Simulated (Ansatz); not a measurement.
# Ga: the cost of one run

Computed with Ansatz 0.2.0 (DFT PBE+D3(BJ), scalar-relativistic, plane waves, PAW, unless a step's input says otherwise).

3 further runs of the same task are left out: 2 that didn't finish, 1 set aside as unsound or not needed.

## (1) The starting structure

Symmetry: P6_3/mmc, No. 194, hexagonal system. Conventional cell: a = 3.327 Å, b = 3.327 Å, c = 10.884 Å, α = 90.00°, β = 90.00°, γ = 120.00°. Around In (site symmetry -3m) lie 12 In at 3.33 Å. Around In (site symmetry -6m2) lie 12 In at 3.33 Å.

Coordinates:

```xyz
4
Lattice="3.3268 0.0000 0.0000 -1.6634 2.8811 0.0000 0.0000 0.0000 10.8838" Properties=species:S:1:pos:R:3 pbc="T T T"
In    0.0000    0.0000    0.0000
In    0.0000    1.9207    2.7210
In    0.0000    0.0000    5.4419
In    1.6634    0.9604    8.1629
```

It goes back to an entry of the Materials Project, which need not be the stable form.

This cell was relaxed beforehand with the same method: volume 26.08 Å³/atom, gap on the mesh none (metal).

## (2) Swap In → Ga

Ga starts from the relaxed positions of In, with all lengths scaled by 0.903, a guess from tabulated radii.

## (3) A first look at the start (Ga)

Contents of input.yaml:

```yaml
crystal:
  lattice:
    - [3.0040410666, 0.0, 0.0]
    - [-1.5020205333, 2.6015758776, 0.0]
    - [0.0, 0.0, 9.8279262843]
  atoms:
    - { symbol: Ga, position: [0.0, 0.0, 0.0] }
    - { symbol: Ga, position: [0.3333333333, 0.6666666667, 0.25] }
    - { symbol: Ga, position: [0.0, 0.0, 0.5] }
    - { symbol: Ga, position: [0.6666666667, 0.3333333333, 0.75] }
basis:
  ecutwfc: 420
kpoints:
  mp_grid: { grid: [6, 6, 2] }
hamiltonian:
  xc: pbe
  dispersion: d3bj
scf:
  occupations: { method: gaussian, width: 0.1 }
output:
  forces: true
  stress: true
  eigenvalues: true
```

On the command line:

```sh
ansatz run input.yaml --threads 1 --pin off --max-ram 2560MiB --backend cpu --events-out ev --progress --plain --runs-dir out
```

Q: Estimate wall time and peak memory on 1 thread of Arm Neoverse V2, shared host.

About 1.7 s, with a peak of 0.33 GiB.
